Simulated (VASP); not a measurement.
Energy against volume of AlSb (zinc blende). Method: PBE GGA with D4 dispersion, VASP's PBE PAW potentials (set 64) (plane waves; VASP 6.6.1). Run with 520 eV cut-off, 8×8×8 Γ-centred mesh, Gaussian smearing of 0.050 eV, potentials Al Sb.

```csv
V (Å³/atom),E (eV/atom)
28.262,-4.43796
29.136,-4.44274
30.010,-4.43849
30.884,-4.42660
```

**Question.** Fit these four points and predict the energy of the run at 27.388 Å³/atom.

**Answer.** A cubic in V^(−2/3), the third-order Birch-Murnaghan form, passes through the four points with V0 = 29.14 Å³/atom and B0 = 55 GPa, and gives -4.4225 eV/atom there. The run gave -4.4226 eV/atom, -0.1 meV/atom from the fit; all five points give B0 = 55 GPa.

The compound is AlSb in the zinc blende structure. It was relaxed first.
